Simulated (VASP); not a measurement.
Input of a VASP 6.6.1 run:

The input INCAR:

```
SYSTEM = FeO
PREC = Accurate
ENCUT = 520
EDIFF = 1E-7
ISMEAR = -1
SIGMA = 0.05
LREAL = .FALSE.
LASPH = .TRUE.
NELM = 150
ALGO = Normal
ISIF = 2
LWAVE = .FALSE.
LCHARG = .FALSE.
ISPIN = 2
MAGMOM = 3 0
LORBIT = 11
LMAXMIX = 4
GGA = PS
NBANDS = 18
```

Contents of KPOINTS:

```
Automatic mesh
0
G
  11 11 11
  0 0 0
```

POSCAR

```
FeO
1.0
    1.5188209023      0.8768916568      2.5195772846
   -1.5188209023      0.8768916568      2.5195772846
    0.0000000000     -1.7537833136      2.5195772846
Fe O
1 1
Direct
    0.0000000000      0.0000000000      0.0000000000
    0.5000000000      0.5000000000      0.5000000000
```

Potentials or basis: VASP PAW PBE potentials, release 64 (Fe, O).

Command:

```bash
$ cat potpaw_PBE.64/Fe/POTCAR potpaw_PBE.64/O/POTCAR > POTCAR
$ mpirun -np 1 vasp_std > vasp.out
```

Problem. What does it give for the pressure?

Solution. -9.2 GPa.

Problem. Estimate the net moment.

Solution. 4.00 μB per cell.

Problem. Predict the site moments.

Solution. Fe +3.61; O +0.30 μB.

Problem. What does it give for the band gap on the k mesh?

Solution. None (metal or under the smearing width).

Stress tensor (GPa, compression positive):
```
-8.82  0.00  0.00
 0.00 -8.82  0.00
 0.00  0.00 -9.84
```

Caveat: the PAW data sets were made with another functional, which shifts forces and pressure a little; a cell with one magnetic atom can't hold antiferromagnetic order, which such compounds often take; semilocal functionals often make such compounds metallic where correlation or magnetic order opens a gap, which also shifts bond lengths. With open d or f shells a metallic result of PBEsol can be an artefact of self-interaction; +U or a hybrid may open a gap.
